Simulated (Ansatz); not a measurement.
A run of Ansatz 0.2.0 is set up as follows.

The input input.yaml:

```yaml
crystal:
  lattice:
    - [3.488598, -3.132578, 0.0]
    - [3.488598, 3.132578, 0.0]
    - [-1.260235, 0.0, 3.11355]
  atoms:
    - { symbol: Bi, position: [0.753061, 0.753061, 0.857382] }
    - { symbol: Bi, position: [0.246939, 0.246939, 0.142618] }
hamiltonian:
  xc: lda
  pseudopotentials: { kind: paw }
kpoints:
  mp_grid: { grid: [6, 6, 9] }
scf:
  occupations: { method: fermi_dirac, width: 0.05 }
output:
  forces: true
  stress: true
  eigenvalues: true
relax:
  f_tol: 0.01
  max_steps: 40
  cell: { stress_tol: 0.05 }
```

Potentials or basis: Ansatz PAW.

Launch:

```console
$ ansatz run input.yaml --threads 2 --pin off --max-ram 5632MiB --backend cpu --events-out ev --progress --plain --runs-dir out
```

(1) Predict the band gap on the k mesh.

(2) What does it give for the relaxed volume?

(3) Estimate the relaxed cell.

Answers

(1) none (metal or under the smearing width).

(2) 31.57 Å³/atom.

(3) a = 4.571 Å, b = 4.571 Å, c = 3.313 Å, α = 107.12°, β = 107.12°, γ = 82.08°.

Caveat: spin-orbit coupling is left out, which moves the levels of the heavy elements; the PAW data sets come from PBE, with cores solved anew for the run's functional, which leaves a small shift of forces and pressure.
